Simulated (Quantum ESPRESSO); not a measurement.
## Ba in Quantum ESPRESSO: the effect of functional

Crystal: Ba.

```
CELL_PARAMETERS angstrom
-2.50650 2.50650 2.50650
2.50650 -2.50650 2.50650
2.50650 2.50650 -2.50650
ATOMIC_POSITIONS crystal
Ba 0.00000 0.00000 0.00000
```

Alike in all runs:

* Program: Quantum ESPRESSO 7.5
* Task: phonon dispersion
* Cutoff: 599 eV
* Density cutoff: 2395 eV
* k mesh: 8 × 8 × 8
* Occupations: cold, width 0.2 eV
* Spin: no spin polarisation

Each run relaxes the cell or the atoms first.

| functional | potentials or basis | relaxed volume (Å³/atom) | highest phonon frequency (cm⁻¹) |
| --- | --- | --- | --- |
| LDA | PseudoDojo 0.4.1 SR LDA standard | ? | ? |
| PBE | PseudoDojo 0.4.1 SR PBE standard | 63.39 | 75 |
| PBEsol | PseudoDojo 0.4.1 SR PBEsol standard | 58.57 | 81 |

Problem. What does the run with functional LDA give?

Solution. Relaxed volume 54.41 Å³/atom; highest phonon frequency 85 cm⁻¹.

Caveats: this release of the barium file is off.
